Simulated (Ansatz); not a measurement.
## Comparing deformations in Si

All numbers below come from Ansatz, DFT PBE+D3(BJ), scalar-relativistic, plane waves, PAW. The runs took a 420 eV cutoff, a Γ-centred 28×28×28 mesh and Gaussian smearing (0.15 eV). No spin polarisation. Energies are free energies at this smearing, counted from the undisturbed cell; pressure is positive in compression.

The starting cell (relaxed at this level; with this scan's settings it stands at -0.6 GPa; this fcc form isn't the usual structure):

```
Si
1.0
     0.00000    1.90052    1.90052
     1.90052    0.00000    1.90052
     1.90052    1.90052    0.00000
Si
1
Direct
  0.00000 0.00000 0.00000
```

The cell is strained by ε times a Voigt pattern (xx, yy, zz, yz, xz, xy; engineering shear) with fractional coordinates fixed. τ = (1/V0) dE/dε comes from the stress tensor. Of each scan, only the three points used here are listed.

```csv
pattern,ε,τ (GPa)
"(1, 1, 0, 0, 0, 0)",-0.0250,-9.45
"(1, 1, 0, 0, 0, 0)",0.0000,1.25
"(1, 1, 0, 0, 0, 0)",0.0250,9.84
"(0, 0, 1, 0, 0, 0)",-0.0250,-2.21
"(0, 0, 1, 0, 0, 0)",0.0000,0.62
"(0, 0, 1, 0, 0, 0)",0.0250,2.71
"(0, 1, 0, 0, 0, 0)",-0.0250,-2.21
"(0, 1, 0, 0, 0, 0)",0.0000,0.62
"(0, 1, 0, 0, 0, 0)",0.0250,2.71
"(0, 0, 0, 0, 0, 1)",-0.0050,-0.156
"(0, 0, 0, 0, 0, 1)",0.0000,0.000
"(0, 0, 0, 0, 0, 1)",0.0025,0.078
```

Problem. Which constants do the scans give, and which deformation costs least for the same size of strain tensor?

Solution. The slope dτ/dε at zero (parabola through three points) is pᵀCp: (1, 1, 0, 0, 0, 0) gives 2(C11 + C12) = 386 GPa; (0, 0, 1, 0, 0, 0) gives C11 = 98 GPa; (0, 1, 0, 0, 0, 0) gives C11 = 98 GPa; (0, 0, 0, 0, 0, 1) gives C44 = 31 GPa. The size of the strain tensor, ε:ε, is ε² times 2.0, 1.0, 1.0, 0.5. Per unit of it the stiffnesses are 193, 98, 98, 63 GPa, so (0, 0, 0, 0, 0, 1) is the softest of these: at ε:ε = (1 %)² the quadratic term costs 0.27 meV/atom against 0.83 for the stiffest. These are clamped-ion values. The starting stress shifts them by about its own size.

Problem. What else follows for this cubic crystal?

Solution. From the unrounded slopes C11 = 98.4 and C12 = 94.6 GPa, so B = (C11 + 2 C12)/3 = 96 GPa and the Poisson ratio for a pull along a cube edge is C12/(C11 + C12) = 0.49.

Problem. How anisotropic is this cubic crystal?

Solution. Zener's ratio 2 C44/(C11 − C12) = 16.44 with clamped ions; it is 1 for an isotropic solid.

In a metal these slopes depend on the k mesh and the smearing.